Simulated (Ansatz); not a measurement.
# Tl: convergence with the k mesh

How much do the results for Tl depend on the k mesh?

Method: DFT PBE, with the methods named in each step, in Ansatz 0.2.0.

### 1 Starting point

The structure is cubic, space group Fm-3m (No. 225). Conventional cell: a = 4.330 Å, b = 4.330 Å, c = 4.330 Å, α = 90.00°, β = 90.00°, γ = 90.00°. Around Tl (site symmetry m-3m) lie 12 Tl at 3.06 Å.

As a file:

```xyz
1
Lattice="0.0000 2.1650 2.1650 2.1650 0.0000 2.1650 2.1650 2.1650 0.0000" Properties=species:S:1:pos:R:3 pbc="T T T"
Tl    0.0000    0.0000    0.0000
```

The geometry is a database entry used as it stands. It may stem from high pressure or temperature, or be incomplete, so it serves as a test cell.

### 2 With k mesh [4, 4, 4]

The input, input.yaml:

```yaml
crystal:
  lattice:
    - [0.0, 2.165, 2.165]
    - [2.165, 0.0, 2.165]
    - [2.165, 2.165, 0.0]
  atoms:
    - { symbol: Tl, position: [0.0, 0.0, 0.0] }
kpoints:
  mp_grid: { grid: [4, 4, 4] }
scf:
  occupations: { method: fermi_dirac, width: 0.05 }
hamiltonian:
  xc: pbe
  pseudopotentials: { kind: all_electron, lapw: { basis_error: 0.001 } }
output:
  forces: true
  stress: true
  eigenvalues: true
```

### 3 With k mesh [4, 4, 4], PAW files

input.yaml, as its differences from that of step 2:

```diff
@@ -13,3 +13,3 @@
   xc: pbe
-  pseudopotentials: { kind: all_electron, lapw: { basis_error: 0.001 } }
+  pseudopotentials: { kind: paw }
 output:
@@ -18 +18,2 @@
   eigenvalues: true
+  efg: { contact_densities: true }
```

### 4 With k mesh [7, 7, 7]

input.yaml, as its differences from that of step 3:

```diff
@@ -8,3 +8,3 @@
 kpoints:
-  mp_grid: { grid: [4, 4, 4] }
+  mp_grid: { grid: [7, 7, 7] }
 scf:
@@ -13,3 +13,3 @@
   xc: pbe
-  pseudopotentials: { kind: paw }
+  pseudopotentials: { kind: all_electron, lapw: { basis_error: 0.001 } }
 output:
@@ -18,2 +18 @@
   eigenvalues: true
-  efg: { contact_densities: true }
```

### 5 With k mesh [7, 7, 7], PAW files

input.yaml, as its differences from that of step 4:

```diff
@@ -13,3 +13,3 @@
   xc: pbe
-  pseudopotentials: { kind: all_electron, lapw: { basis_error: 0.001 } }
+  pseudopotentials: { kind: paw }
 output:
@@ -18 +18,2 @@
   eigenvalues: true
+  efg: { contact_densities: true }
```

### 6 With k mesh [10, 10, 10]

input.yaml, as its differences from that of step 5:

```diff
@@ -8,3 +8,3 @@
 kpoints:
-  mp_grid: { grid: [7, 7, 7] }
+  mp_grid: { grid: [10, 10, 10] }
 scf:
@@ -13,3 +13,3 @@
   xc: pbe
-  pseudopotentials: { kind: paw }
+  pseudopotentials: { kind: all_electron, lapw: { basis_error: 0.001 } }
 output:
@@ -18,2 +18 @@
   eigenvalues: true
-  efg: { contact_densities: true }
```

### 7 With k mesh [10, 10, 10], PAW files

input.yaml, as its differences from that of step 6:

```diff
@@ -13,3 +13,3 @@
   xc: pbe
-  pseudopotentials: { kind: all_electron, lapw: { basis_error: 0.001 } }
+  pseudopotentials: { kind: paw }
 output:
@@ -18 +18,2 @@
   eigenvalues: true
+  efg: { contact_densities: true }
```

### 8 With k mesh [20, 20, 20]

input.yaml, as its differences from that of step 7:

```diff
@@ -8,3 +8,3 @@
 kpoints:
-  mp_grid: { grid: [10, 10, 10] }
+  mp_grid: { grid: [20, 20, 20] }
 scf:
@@ -13,3 +13,3 @@
   xc: pbe
-  pseudopotentials: { kind: paw }
+  pseudopotentials: { kind: all_electron, lapw: { basis_error: 0.001 } }
 output:
@@ -18,2 +18 @@
   eigenvalues: true
-  efg: { contact_densities: true }
```

### 9 With k mesh [20, 20, 20], PAW files

input.yaml, as its differences from that of step 8:

```diff
@@ -13,3 +13,3 @@
   xc: pbe
-  pseudopotentials: { kind: all_electron, lapw: { basis_error: 0.001 } }
+  pseudopotentials: { kind: paw }
 output:
@@ -18 +18,2 @@
   eigenvalues: true
+  efg: { contact_densities: true }
```

(Steps that only read results are left out.)

**Question.** What will these runs give? Wanted: energy error of the loosest run; pressure, lowest to highest.

**Answer**, as computed:

```
                              quantity                       value
energy error of the loosest run (LAPW)               83.0 meV/atom
                within 1 meV/atom from  no run before the tightest
    pressure, lowest to highest (LAPW)          37.05 to 39.61 GPa
```

What this shows: The loosest usable run is off by 83.0 meV/atom from the tightest; even the run before the tightest is more than 1 meV/atom away, so the sweep hasn't shown convergence. Without a gap the Fermi surface must be resolved, so the energy converges slowly and unevenly with the mesh. The pressure spans 2.56 GPa (LAPW). The tightest run took 22 s against 1.6 s for the loosest. Spin-orbit coupling is left out, though the cell holds Tl; in elements this heavy it can shift bands and gaps by tenths of an eV.
